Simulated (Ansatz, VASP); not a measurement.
**Na2S in VASP and in Ansatz**

```xyz
3
Lattice="0.0000 3.2506 3.2506 3.2506 0.0000 3.2506 3.2506 3.2506 0.0000" Properties=species:S:1:pos:R:3 pbc="T T T"
Na    1.6253    1.6253    1.6253
Na    4.8759    4.8759    4.8759
S     0.0000    0.0000    0.0000
```

Alike in both runs: functional PBEsol; k mesh 8 × 8 × 8; no spin polarisation.

Ansatz relaxed the structure, and its values are those at the end. VASP's run is a single point on that final structure, the one shown.

```csv
,VASP,Ansatz
version,VASP 6.6.1,Ansatz 0.2.0
potentials or method,"VASP PAW PBE potentials, release 64 (Na_pv, S)","scalar-relativistic, plane waves, PAW"
plane-wave cutoff (eV),520,420
occupations,"gaussian, width 0.01 eV",fixed
valence electrons in the cell,20,24
```

VASP gave:

```
gap on the k mesh at the Fermi level (eV) : 2.42
least direct gap on the mesh (eV)         : 2.42
pressure (GPa)                            : 0.1
```

Estimate Ansatz's values.

gap on the k mesh at the Fermi level (eV): 2.43; least direct gap on the mesh (eV): 2.43; pressure (GPa): 0.0.

The two sets of potentials don't hold the same shells in valence.

Caveats: the PAW data sets were made with another functional, which shifts forces and pressure a little (VASP). A k mesh can miss the band edges.
